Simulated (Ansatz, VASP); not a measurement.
## Au in VASP and in Ansatz

```
Au
1.0
    -1.62107    1.62107    1.62107
     1.62107   -1.62107    1.62107
     1.62107    1.62107   -1.62107
Au
1
Direct
  0.00000 0.00000 0.00000
```

Alike in both runs: functional PBEsol; k mesh 18 × 18 × 18; occupations gaussian, width 0.1 eV; no spin polarisation.

Ansatz relaxed the structure, and its values are those at the end. VASP's run is a single point on that final structure, the one shown.

```csv
,VASP,Ansatz
version,VASP 6.6.1,Ansatz 0.2.0
potentials or method,"VASP PAW PBE potentials, release 64 (Au)","scalar-relativistic, plane waves, PAW"
plane-wave cutoff (eV),520,420
valence electrons in the cell,11,19
```

Ansatz gave:

- gap on the k mesh at the Fermi level (eV): none
- pressure (GPa): 0.0

**Question.** What did VASP give for the same quantities?

**Answer.** gap on the k mesh at the Fermi level (eV): none; pressure (GPa): -0.2.

A gap of «none» marks a metal or a gap that the smearing closes. The two sets of potentials don't hold the same shells in valence.

Caveats: the PAW data sets were made with another functional, which shifts forces and pressure a little (VASP). Spin-orbit coupling is left out, which matters for the levels of Au.
